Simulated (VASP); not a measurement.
**BN: single point with PBE**

BN:

```
CELL_PARAMETERS angstrom
1.25112 0.72234 3.37293
-1.25112 0.72234 3.37293
0.00000 -1.44467 3.37293
ATOMIC_POSITIONS crystal
N 0.66724 0.66724 0.66724
B 0.00033 0.00033 0.00033
```

The cell is a database's computed one.

- Program: VASP 6.6.1
- Task: single point
- Functional: PBE
- Potentials or basis: VASP PAW PBE potentials, release 64 (N, B)
- Cutoff: 520 eV
- k mesh: 12 × 12 × 12
- Occupations: gaussian, width 0.017 eV
- Spin: no spin polarisation
- Further INCAR settings: ALGO = Fast; EDIFF = 1e-06; NBANDS = 11

The pressure is 3.6 GPa. The band gap on the k mesh is 4.28 eV, indirect (least direct gap 4.70 eV).

Forces on the atoms (eV/Å):
```
N    0.000  0.000 -0.003
B    0.000  0.000  0.003
```

Stress tensor (GPa, compression positive):
```
4.33 0.00 0.00
0.00 4.33 0.00
0.00 0.00 2.23
```

Levels at points of the mesh, in eV from the valence-band top:
| k point | band 1 | band 2 | band 3 | band 4 | band 5 | band 6 | band 7 | band 8 |
| --- | --- | --- | --- | --- | --- | --- | --- | --- |
| (0.00, 0.00, 0.00) | -17.78 | -4.18 | -1.29 | -1.29 | 5.17 | 11.68 | 11.68 | 13.14 |
| (0.50, 0.00, 0.00) | -14.59 | -8.93 | -4.07 | -0.60 | 5.29 | 9.92 | 13.09 | 15.02 |
| (0.50, 0.50, 0.00) | -14.52 | -8.80 | -4.13 | -1.17 | 4.28 | 9.91 | 14.26 | 17.56 |
| (0.50, 0.50, 0.50) | -17.52 | -6.13 | -1.30 | -1.30 | 10.11 | 11.61 | 11.61 | 12.24 |

Wall time 36 s on 1 thread of AMD EPYC 9R45 96-Core Processor (Zen 5) (shared host), peak memory 0.14 GiB.

A k mesh can miss the band edges.
